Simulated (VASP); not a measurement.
Write the native input for VASP 6.6.1 that does the following.

```
Task                   : single point
Functional             : RPBE
Potentials or basis    : VASP PAW PBE potentials, release 64 (K_pv)
Cutoff                 : 500 eV
k mesh                 : 6 × 6 × 6
Occupations            : gaussian, width 0.02 eV
Spin                   : no spin polarisation
Further INCAR settings : ALGO = Normal; EDIFF = 1e-07; NBANDS = 10
```

The structure of K lies in POSCAR:

```
K
1.0
    4.3104394900      0.0000000000      0.0000000000
    0.0000000000      4.3104394900      0.0000000000
    0.0000000000      0.0000000000      4.3104394900
K
1
Direct
    0.0000000000      0.0000000000      0.0000000000
```

This isn't the form of K at room conditions, which is bcc.

The input as run:

INCAR

```
SYSTEM = K
PREC = Accurate
ENCUT = 500
EDIFF = 1E-7
ISMEAR = 0
SIGMA = 0.02
LREAL = .False.
LASPH = .True.
NELM = 100
ALGO = Normal
ISIF = 2
LWAVE = .False.
LCHARG = .True.
GGA = RP
LELF = .True.
LVHAR = .True.
NBANDS = 10
```

KPOINTS

```
Automatic mesh
0
Gamma
  6 6 6
  0 0 0
```

Potentials or basis: VASP PAW PBE potentials, release 64 (K_pv).

Run with:

```bash
$ cat potpaw_PBE.64/K_pv/POTCAR > POTCAR
$ mpirun -np 1 vasp_std > vasp.out
```

Results of the run:

- Pressure: 0.2 GPa
- Band gap on the k mesh: none (metal or under the smearing width)

Caveat: the PAW data sets were made with another functional, which shifts forces and pressure a little.

Wall time 7.8 s on 1 thread of Intel(R) Xeon(R) Platinum 8488C (Sapphire Rapids) (shared host), peak memory 0.17 GiB.
